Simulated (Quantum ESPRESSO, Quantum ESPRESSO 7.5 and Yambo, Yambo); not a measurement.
# GaN (F-43m): dielectric function and energy loss

Wanted: the dielectric function of GaN (F-43m), with cost.

Calculated with Quantum ESPRESSO 7.5 and Yambo 5.3.0; PBE and many-body steps on it, plane waves.

## 1. Starting point

The structure is cubic, space group F-43m (No. 216). Conventional cell: a = 4.507 Å, b = 4.507 Å, c = 4.507 Å, α = 90.00°, β = 90.00°, γ = 90.00°. Ga has 4 N at 1.95 Å nearest. Nearest to N lie 4 Ga at 1.95 Å. Farther neighbours and most contacts between anions are not listed.

The cell and positions are those that the Materials Project relaxed with its own functionals (PBE, PBE+U or r2SCAN), kept fixed. This is not the form that GaN usually takes at ambient conditions.

## 2. Empty states on the mesh, 10×10×10 mesh, 34 bands

This step: Quantum ESPRESSO 7.5; DFT, PBE, plane waves, norm-conserving pseudopotentials.

The sums over transitions need many empty states on a uniform mesh; this step solves for them.

File pw.in:

```
&control
  calculation = 'nscf'
  prefix = 'x'
  outdir = 'o'
  pseudo_dir = 'pseudo'
/
&system
  ibrav = 0
  nat = 2
  ntyp = 2
  ecutwfc = 104.0
  nbnd = 34
  force_symmorphic = .true.
/
&electrons
  conv_thr = 1e-9
  electron_maxstep = 80
  diago_full_acc = .true.
  diago_thr_init = 5e-6
/
ATOMIC_SPECIES
  Ga 69.723 Ga.upf
  N 14.007 N.upf
CELL_PARAMETERS angstrom
  0.0000000000 2.2535006075 2.2535006075
  2.2535006075 0.0000000000 2.2535006075
  2.2535006075 2.2535006075 0.0000000000
ATOMIC_POSITIONS crystal
  Ga 0.0000000000 0.0000000000 0.0000000000
  N 0.7500000000 0.7500000000 0.7500000000
K_POINTS automatic
  10 10 10 0 0 0
```

Command:

```console
OMP_NUM_THREADS=1 mpirun -n 8 pw.x -nk 4 -in pw.in > pw.out
```

What it wrote:

```text
Program PWSCF v.7.5 starts

     This program is part of the open-source Quantum ESPRESSO suite
     for quantum simulation of materials; please cite
         "P. Giannozzi et al., J. Phys.:Condens. Matter 21 395502 (2009);
         "P. Giannozzi et al., J. Phys.:Condens. Matter 29 465901 (2017);
         "P. Giannozzi et al., J. Chem. Phys. 152 154105 (2020);
     in publications or presentations arising from this work. More details at

     Atomic positions and unit cell read from directory:
     o/x.save/

     Message from routine setup:
[...]
58.8663  62.8434

          k = 0.1414 0.1414-0.1414 (  2761 PWs)   bands (ev):

[...]
22.4115  28.0746  28.3857  28.3857  33.0460  35.9132  35.9132  38.9807
    42.1966  43.4566  43.4566  50.5137  50.5137  57.8739  58.6253  59.3735
    59.3735  63.3100

          k = 0.2121 0.2121-0.2121 (  2785 PWs)   bands (ev):

     [... further k-points ...]

     highest occupied, lowest unoccupied level (ev):    11.6293   13.3821

     XML data file, pseudopotentials, collected wavefunctions

=------------------------------------------------------------------------------=
   JOB DONE.
=------------------------------------------------------------------------------=
```

Elapsed: 4.7 s, on 8 MPI ranks of Arm Neoverse V1, shared host; peak memory 0.35 GiB.

This step gave:

```yaml
gap: 1.753 eV
k_of_the_valence_top: 0, 0, 0
k_of_the_conduction_bottom: 0, 0, 0
least_direct_gap: 1.753 eV
k_points_computed: 47
lowest_point_of_the_top_converged_band_above_the_valence_top: 44.43 eV
```

On this mesh the gap is 1.753 eV.

The density comes from a self-consistent run that is not shown.

## 3. Conversion and set-up

This step: Yambo 5.3.0; conversion and set-up on PBE, plane waves, norm-conserving pseudopotentials.

The states are converted to the many-body program's format and the q mesh is built.

Command:

```console
(cd o/x.save; p2y > p2y.log; mv SAVE ../..); yambo > setup.log
```

What it wrote:

```text
 Yambo, version 5.3.0

 [02] CORE Variables Setup
 =========================

  [02.01] Unit cells
  ==================

  Cell kind             :  FCC
  Atoms in the cell     :  Ga  N
  number of Ga atoms    :  1
  number of N  atoms    :  1

  List of atomic masses
  Mass of Ga    :  69.72300
  Mass of N     :  14.00700

  List of atomic coordinates    : [cc]
  Ga1       :  0.000000  0.000000  0.000000  order 1
  N1       :  6.387748  6.387748  6.387748  order 2

  Alat factors          :  4.258499  4.258499  4.258499 [a.u.]
  Direct lattice volume :  154.4542 [a.u.]
[...]
Q [ 1]         [rlu]:  0.000000  0.000000  0.000000
 Q [ 2]         [rlu]: -0.21427E-17 -0.21427E-17  0.10000
 Q [ 3]         [rlu]:  0.64851E-18  0.64851E-18  0.20000
[...]
Q [ 8]         [rlu]: -0.41477E-17  0.10000      0.20000
 Q [ 9]         [rlu]:  0.64851E-18  0.10000      0.30000
 Q [10]         [rlu]: -0.19561E-17  0.10000      0.40000
     [... 35 further rows ...]
 Q [46]         [rlu]:  0.200000  0.400000 -0.300000
 Q [47]         [rlu]:  0.200000 -0.500000 -0.300000

  [03.01] X indexes
  =================

   [03.01.01] Sigma indexes
   ========================

 [06] Game Over & Game summary
```

Run time: 3.6 s. Hardware: 1 MPI rank; peak memory 0.25 GiB.

## 4. RPA response with local fields

The response function is computed on a frequency grid, with local fields up to the given cutoff.

This step: RPA response with local fields on PBE, plane waves, norm-conserving pseudopotentials.

File optics1.in:

```
optics
chi
dipoles
Chimod= "HARTREE"
% QpntsRXd
 1 | 4 |
%
% BndsRnXd
 1 | 34 |
%
NGsBlkXd= 3 Ry
% EnRngeXd
 0 | 30 | eV
%
% DmRngeXd
 0.2 | 0.2 | eV
%
ETStpsXd= 301
% LongDrXd
 1 | 0 | 0 |
%
```

Command:

```console
OMP_NUM_THREADS=1 mpirun -n 8 yambo -F optics1.in -J optics1 -C optics1 > optics1.log
```

What it wrote:

```text
 Yambo, version 5.3.0

 [02] CORE Variables Setup
 =========================

  [... cell, symmetries and grids as in the set-up ...]

  [02.05] Energies & Occupations
  ==============================

  [X] === General ===
  [X] Electronic Temperature                        :  0.000000  0.000000 [eV K]
  [X] Bosonic    Temperature                        :  0.000000  0.000000 [eV K]
  [X] Finite Temperature mode                       : no
  [X] El. density                                   :  0.11360E+25 [cm-3]
  [X] Fermi Level                                   :  11.62933 [eV]

  [X] === Gaps and Widths ===
  [X] Conduction Band Min                           :  1.752814 [eV]
  [X] Valence Band Max                              :  0.000000 [eV]
  [X] Filled Bands                                  :  13
  [X] Empty Bands                                   :   14   34
  [X] Direct Gap                                    :  1.752814 [eV]
  [X] Direct Gap localized at k                     :  1
  [X] Indirect Gap                                  :  1.752814 [eV]
  [X] Indirect Gap between kpts                     :  1  1
  [X] Last valence band width                       :  3.545106 [eV]
  [X] 1st conduction band width                     :  4.992686 [eV]

 [03] Transferred momenta grid and indexing
 ==========================================

 IBZ Q-points                                      :   47
 BZ  Q-points                                      :  1000

 K/Q-points units:
 rlu = crystal or reduced units; cc = cartesian coordinates; iku = interal k-units

 Q [ 1]         [rlu]:  0.000000  0.000000  0.000000
 Q [ 2]         [rlu]: -0.21427E-17 -0.21427E-17  0.10000
 Q [ 3]         [rlu]:  0.64851E-18  0.64851E-18  0.20000
 Q [ 4]         [rlu]:  0.69879E-17  0.69879E-17  0.30000
 Q [ 5]         [rlu]:  0.93171E-17  0.93171E-17  0.40000
 Q [ 6]         [rlu]: -0.21514E-16 -0.21514E-16 -0.50000
 Q [ 7]         [rlu]: -0.17119E-17  0.10000      0.10000
 Q [ 8]         [rlu]: -0.41477E-17  0.10000      0.20000
 Q [ 9]         [rlu]:  0.64851E-18  0.10000      0.30000
 Q [10]         [rlu]: -0.19561E-17  0.10000      0.40000
     [... 35 further rows ...]
 Q [46]         [rlu]:  0.200000  0.400000 -0.300000
 Q [47]         [rlu]:  0.200000 -0.500000 -0.300000

 [04] Dipoles
 ============

  [04.01] Setup: observables and procedures
  =========================================

  [WARNING] [r,Vnl^pseudo] included in position and velocity dipoles.

  [WARNING] In case H contains other non local terms, these are neglected

 [05] Optics
 ===========

 [SLK-Inversion]  Pools        :  2
 [SLK-Inversion]  BLACS grid   :  2  2

 [SLK-Inversion]  Pools        :  2
 [SLK-Inversion]  BLACS grid   :  2  2

 [SLK-Inversion]  Pools        :  2
 [SLK-Inversion]  BLACS grid   :  2  2

 [SLK-Inversion]  Pools        :  2
 [SLK-Inversion]  BLACS grid   :  2  2

 [08] Game Over & Game summary
```

Wall time 60 s (8 MPI ranks); peak memory 2.9 GiB; 7.6 min of CPU time.

Numbers from this step:

- ε at zero frequency: 5.762
- the same without local fields: 6.033
- loss peak: 20.4 eV

The static value is 5.76.

The ε₂ has structure finer than the step of the table below, so its rows give means over 1 eV, whole bins alone (the curve runs from 0 to 30 eV). Peaks (eV: height): HARTREE 5.6: 4.79, 6.4: 7.74, 7.4: 7.93, 9.1: 5.96, 11.5: 5.27; no local fields 5.6: 4.92, 6.3: 8.06, 7.4: 8.31, 9.1: 7.38, 11.4: 6.26.

Broadening 0.2 eV; field along x. ε₂ against energy; means over each step:

| energy (eV) | HARTREE | no local fields |
| --- | --- | --- |
| 1 | 0.255 | 0.265 |
| 2 | 0.799 | 0.813 |
| 3 | 1.62 | 1.65 |
| 4 | 2.05 | 2.09 |
| 5 | 2.78 | 2.88 |
| 6 | 5.41 | 5.70 |
| 7 | 6.85 | 7.22 |
| 8 | 5.22 | 5.48 |
| 9 | 5.18 | 6.39 |
| 10 | 4.98 | 5.93 |
| 11 | 4.37 | 5.32 |
| 12 | 5.00 | 5.04 |
| 13 | 3.01 | 2.62 |
| 14 | 2.04 | 1.78 |
| 15 | 1.18 | 1.05 |
| 16 | 0.933 | 0.890 |
| 17 | 0.817 | 0.840 |
| 18 | 0.716 | 0.731 |
| 19 | 0.616 | 0.611 |
| 20 | 0.511 | 0.502 |
| 21 | 0.453 | 0.478 |
| 22 | 0.515 | 0.515 |
| 23 | 0.452 | 0.484 |
| 24 | 0.490 | 0.520 |
| 25 | 0.496 | 0.493 |
| 26 | 0.384 | 0.392 |
| 27 | 0.297 | 0.350 |
| 28 | 0.304 | 0.366 |
| 29 | 0.260 | 0.300 |

The loss function, HARTREE has structure finer than the step of the table below, so its rows give means over 1 eV, whole bins alone (the curve runs from 0 to 30 eV). Peaks (eV: height): 20.4: 2.03, 22.2: 1.67, 25.8: 1.35.

Broadening 0.2 eV; field along x. The loss function, HARTREE by energy loss; means over each step:

```csv
energy loss (eV),"loss function, HARTREE"
1,0.00689
2,0.0200
3,0.0402
4,0.0446
5,0.0503
6,0.0697
7,0.105
8,0.182
9,0.161
10,0.200
11,0.222
12,0.191
13,0.247
14,0.319
15,0.471
16,0.768
17,1.11
18,1.33
19,1.61
20,1.88
21,1.51
22,1.41
23,1.14
24,1.11
25,1.14
26,1.25
27,0.892
28,0.773
29,0.628
```

The Im eps has structure finer than the step of the table below, so its rows give means over 1 eV, whole bins alone (the curve runs from 0 to 30 eV). Peaks (eV: height): HARTREE 7.7: 6.86, 9.7: 5.75, 11.8: 5.48; no local fields 7.7: 7.28, 9.7: 6.95, 11.6: 6.03.

Broadening 0.2 eV; momentum transfer q number 2. Table of Im eps by energy; means over each step:

```csv
energy (eV),HARTREE,no local fields
1,0.132,0.146
2,0.273,0.300
3,1.22,1.31
4,1.68,1.80
5,2.31,2.49
6,4.29,4.63
7,5.86,6.32
8,5.77,6.25
9,4.88,5.87
10,5.04,5.91
11,4.37,5.28
12,4.87,4.84
13,3.40,3.06
14,2.03,1.76
15,1.31,1.19
16,0.999,0.975
17,0.882,0.901
18,0.784,0.794
19,0.637,0.632
20,0.534,0.536
21,0.548,0.566
22,0.503,0.508
23,0.482,0.510
24,0.524,0.550
25,0.502,0.498
26,0.381,0.390
27,0.307,0.372
28,0.306,0.383
29,0.279,0.332
```

The -Im 1/eps, HARTREE has structure finer than the step of the table below, so its rows give means over 1 eV, whole bins alone (the curve runs from 0 to 30 eV). Peaks (eV: height): 20.0: 1.89, 25.8: 1.38.

Broadening 0.2 eV; momentum transfer q number 2. The -Im 1/eps, HARTREE by energy loss; means over each step:

```csv
energy loss (eV),"-Im 1/eps, HARTREE"
1,0.00470
2,0.00795
3,0.0330
4,0.0441
5,0.0494
6,0.0654
7,0.101
8,0.155
9,0.170
10,0.195
11,0.218
12,0.197
13,0.247
14,0.319
15,0.492
16,0.780
17,1.03
18,1.23
19,1.56
20,1.75
21,1.41
22,1.41
23,1.14
24,1.12
25,1.19
26,1.25
27,0.924
28,0.762
29,0.646
```

The Im eps has structure finer than the step of the table below, so its rows give means over 1 eV, whole bins alone (the curve runs from 0 to 30 eV). Peaks (eV: height): HARTREE 8.7: 5.85, 10.3: 4.96, 12.0: 5.25; no local fields 8.6: 6.91, 10.3: 5.86, 11.9: 5.66.

Broadening 0.2 eV; momentum transfer q number 3. Im eps against energy; means over each step:

| energy (eV) | HARTREE | no local fields |
| --- | --- | --- |
| 1 | 0.0769 | 0.0923 |
| 2 | 0.0996 | 0.121 |
| 3 | 0.256 | 0.325 |
| 4 | 0.770 | 0.976 |
| 5 | 1.52 | 1.84 |
| 6 | 2.13 | 2.57 |
| 7 | 3.66 | 4.27 |
| 8 | 4.88 | 5.94 |
| 9 | 5.28 | 5.98 |
| 10 | 4.38 | 5.17 |
| 11 | 4.32 | 4.90 |
| 12 | 4.69 | 4.91 |
| 13 | 3.79 | 3.39 |
| 14 | 2.58 | 2.17 |
| 15 | 1.42 | 1.25 |
| 16 | 1.20 | 1.18 |
| 17 | 1.18 | 1.20 |
| 18 | 0.887 | 0.903 |
| 19 | 0.736 | 0.740 |
| 20 | 0.629 | 0.641 |
| 21 | 0.692 | 0.704 |
| 22 | 0.592 | 0.593 |
| 23 | 0.578 | 0.606 |
| 24 | 0.599 | 0.619 |
| 25 | 0.528 | 0.526 |
| 26 | 0.398 | 0.422 |
| 27 | 0.337 | 0.456 |
| 28 | 0.332 | 0.435 |
| 29 | 0.315 | 0.386 |

## 5. Independent-particle response

This step: independent-particle response on PBE, plane waves, norm-conserving pseudopotentials.

File optics2.in:

```
optics
chi
dipoles
Chimod= "IP"
% QpntsRXd
 1 | 1 |
%
% BndsRnXd
 1 | 34 |
%
NGsBlkXd= 1 RL
% EnRngeXd
 0 | 30 | eV
%
% DmRngeXd
 0.2 | 0.2 | eV
%
ETStpsXd= 301
% LongDrXd
 1 | 0 | 0 |
%
```

Command:

```console
OMP_NUM_THREADS=1 mpirun -n 8 yambo -F optics2.in -J optics2 -C optics2 > optics2.log
```

What it wrote:

```text
 Yambo, version 5.3.0

 [02] CORE Variables Setup
 =========================

  [... cell, symmetries and grids as in the set-up ...]

  [02.05] Energies & Occupations
  ==============================

  [X] === General ===
  [X] Electronic Temperature                        :  0.000000  0.000000 [eV K]
  [X] Bosonic    Temperature                        :  0.000000  0.000000 [eV K]
  [X] Finite Temperature mode                       : no
  [X] El. density                                   :  0.11360E+25 [cm-3]
  [X] Fermi Level                                   :  11.62933 [eV]

  [X] === Gaps and Widths ===
  [X] Conduction Band Min                           :  1.752814 [eV]
  [X] Valence Band Max                              :  0.000000 [eV]
  [X] Filled Bands                                  :  13
  [X] Empty Bands                                   :   14   34
  [X] Direct Gap                                    :  1.752814 [eV]
  [X] Direct Gap localized at k                     :  1
  [X] Indirect Gap                                  :  1.752814 [eV]
  [X] Indirect Gap between kpts                     :  1  1
  [X] Last valence band width                       :  3.545106 [eV]
  [X] 1st conduction band width                     :  4.992686 [eV]

 [03] Transferred momenta grid and indexing
 ==========================================

 IBZ Q-points                                      :   47
 BZ  Q-points                                      :  1000

 K/Q-points units:
 rlu = crystal or reduced units; cc = cartesian coordinates; iku = interal k-units

 Q [ 1]         [rlu]:  0.000000  0.000000  0.000000
 Q [ 2]         [rlu]: -0.21427E-17 -0.21427E-17  0.10000
 Q [ 3]         [rlu]:  0.64851E-18  0.64851E-18  0.20000
[...]
Q [ 8]         [rlu]: -0.41477E-17  0.10000      0.20000
 Q [ 9]         [rlu]:  0.64851E-18  0.10000      0.30000
 Q [10]         [rlu]: -0.19561E-17  0.10000      0.40000
     [... 35 further rows ...]
 Q [46]         [rlu]:  0.200000  0.400000 -0.300000
 Q [47]         [rlu]:  0.200000 -0.500000 -0.300000

 [04] Dipoles
 ============

  [04.01] Setup: observables and procedures
  =========================================

  [WARNING] [r,Vnl^pseudo] included in position and velocity dipoles.

  [WARNING] In case H contains other non local terms, these are neglected

 [05] Optics
 ===========

 [SLK-Inversion]  Pools        :  2
 [SLK-Inversion]  BLACS grid   :  2  2

 [08] Game Over & Game summary
```

The job ended after 5.7 s (8 MPI ranks; peak memory 2.1 GiB; 32 s of CPU time).

This step gave:

| Property | Result |
| --- | --- |
| ε at zero frequency | 6.033 |
| loss peak | 20.3 eV |

The static value is 6.03.

The ε₂, IP has structure finer than the step of the table below, so its rows give means over 1 eV, whole bins alone (the curve runs from 0 to 30 eV). Peaks (eV: height): 5.6: 4.92, 6.3: 8.06, 7.4: 8.31, 9.1: 7.38, 11.4: 6.26.

Broadening 0.2 eV; field along x. ε₂, IP against energy; means over each step:

| energy (eV) | ε₂, IP |
| --- | --- |
| 1 | 0.265 |
| 2 | 0.813 |
| 3 | 1.65 |
| 4 | 2.09 |
| 5 | 2.88 |
| 6 | 5.70 |
| 7 | 7.22 |
| 8 | 5.48 |
| 9 | 6.39 |
| 10 | 5.93 |
| 11 | 5.32 |
| 12 | 5.04 |
| 13 | 2.62 |
| 14 | 1.78 |
| 15 | 1.05 |
| 16 | 0.890 |
| 17 | 0.840 |
| 18 | 0.731 |
| 19 | 0.611 |
| 20 | 0.502 |
| 21 | 0.478 |
| 22 | 0.515 |
| 23 | 0.484 |
| 24 | 0.520 |
| 25 | 0.493 |
| 26 | 0.392 |
| 27 | 0.350 |
| 28 | 0.366 |
| 29 | 0.300 |

## 6. RPA response with local fields, scissors 0.838 eV

This step: RPA response with local fields on PBE, plane waves, norm-conserving pseudopotentials.

File optics4.in:

```
optics
chi
dipoles
Chimod= "HARTREE"
% QpntsRXd
 1 | 1 |
%
% BndsRnXd
 1 | 34 |
%
NGsBlkXd= 3 Ry
% EnRngeXd
 0 | 20 | eV
%
% DmRngeXd
 0.15 | 0.15 | eV
%
ETStpsXd= 201
% LongDrXd
 1 | 0 | 0 |
%
% XfnQP_E
 0.838 | 1.0 | 1.0 |
%
```

Command:

```console
OMP_NUM_THREADS=1 mpirun -n 8 yambo -F optics4.in -J optics4 -C optics4 > optics4.log
```

What it wrote:

```text
 Yambo, version 5.3.0

 [02] CORE Variables Setup
 =========================

  [... cell, symmetries and grids as in the set-up ...]

  [02.05] Energies & Occupations
  ==============================

  [X] === General ===
  [X] Electronic Temperature                        :  0.000000  0.000000 [eV K]
  [X] Bosonic    Temperature                        :  0.000000  0.000000 [eV K]
  [X] Finite Temperature mode                       : no
  [X] El. density                                   :  0.11360E+25 [cm-3]
  [X] Fermi Level                                   :  11.62933 [eV]

  [X] === Gaps and Widths ===
  [X] Conduction Band Min                           :  1.752814 [eV]
  [X] Valence Band Max                              :  0.000000 [eV]
  [X] Filled Bands                                  :  13
  [X] Empty Bands                                   :   14   34
  [X] Direct Gap                                    :  1.752814 [eV]
  [X] Direct Gap localized at k                     :  1
  [X] Indirect Gap                                  :  1.752814 [eV]
  [X] Indirect Gap between kpts                     :  1  1
  [X] Last valence band width                       :  3.545106 [eV]
  [X] 1st conduction band width                     :  4.992686 [eV]

 [03] Transferred momenta grid and indexing
 ==========================================

 IBZ Q-points                                      :   47
 BZ  Q-points                                      :  1000

 K/Q-points units:
 rlu = crystal or reduced units; cc = cartesian coordinates; iku = interal k-units

 Q [ 1]         [rlu]:  0.000000  0.000000  0.000000
 Q [ 2]         [rlu]: -0.21427E-17 -0.21427E-17  0.10000
 Q [ 3]         [rlu]:  0.64851E-18  0.64851E-18  0.20000
[...]
[X+QP] Bosonic    Temperature                     :  0.000000  0.000000 [eV K]
  [X+QP] Finite Temperature mode                    : no
  [X+QP] El. density                                :  0.11360E+25 [cm-3]
  [X+QP] Fermi Level                                :  0.000000 [eV]

  [X+QP] === Gaps and Widths ===
  [X+QP] Conduction Band Min                        :  2.590814 [eV]
  [X+QP] Valence Band Max                           :  0.000000 [eV]
  [X+QP] Filled Bands                               :  13
  [X+QP] Empty Bands                                :   14   34
  [X+QP] Direct Gap                                 :  2.590814 [eV]
  [X+QP] Direct Gap localized at k                  :  1
  [X+QP] Indirect Gap                               :  2.590814 [eV]
  [X+QP] Indirect Gap between kpts                  :  1  1
  [X+QP] Last valence band width                    :  3.545106 [eV]
  [X+QP] 1st conduction band width                  :  4.992686 [eV]

  [coarse-grid] Minimum Bare Gap        [ev]:  1.752814
  [coarse-grid] Minimum Gap Correction  [ev]:  0.838000

  Eqp @ K [ 1]
  -142.0882  -92.8270  -92.8270  -92.8270  -15.9048  -13.5153  -13.5153  -13.5153
   -13.2054     -13.2054    -0.246530E-6 -0.155535E-6   0.00000      2.59081      11.2004      11.2004
   11.20035  18.46933  19.65771  19.65771  19.65771  20.63150  20.63150  23.54490
[...]
Eqp @ K [ 2]
[...]
Eqp @ K [ 3]
[...]
Eqp @ K [ 8]
[...]
Eqp @ K [ 9]
[...]
[... 106 further rows ...]
   12.04920  15.89803  20.65639  24.14899  25.17045  28.16923  30.34006  31.25215
   31.25933  32.93146  35.19953  38.34942  39.59623  41.36629  42.37362  43.33994

 [05] Dipoles
 ============

  [05.01] Setup: observables and procedures
  =========================================

  [WARNING] [r,Vnl^pseudo] included in position and velocity dipoles.

  [WARNING] In case H contains other non local terms, these are neglected

 [06] Optics
 ===========

 [SLK-Inversion]  Pools        :  2
 [SLK-Inversion]  BLACS grid   :  2  2

 [09] Game Over & Game summary
```

It took 5.7 s on 8 MPI ranks; peak memory 2.6 GiB.

This step gave:

```
ε at zero frequency           : 5.215
the same without local fields : 5.452
```

The static value is 5.22.

(Part 1 of 2 ends here.)

[Paths, hosts, dates, memory and timing lines, banners, echoed tables and standing remarks are left out of the program output.]

[Logs are printed without paths, hosts, clocks, repeated set-up lines and the standing remarks that a program may print on its own settings, such as how far it seeks lower states.]

[Runs of the session that timed out or met a known fault of the program may be left out.]

[Hosts, paths, dates, database ids (printed as entryN), source tags and the programs' standing remarks are cut or masked in the printed files.]
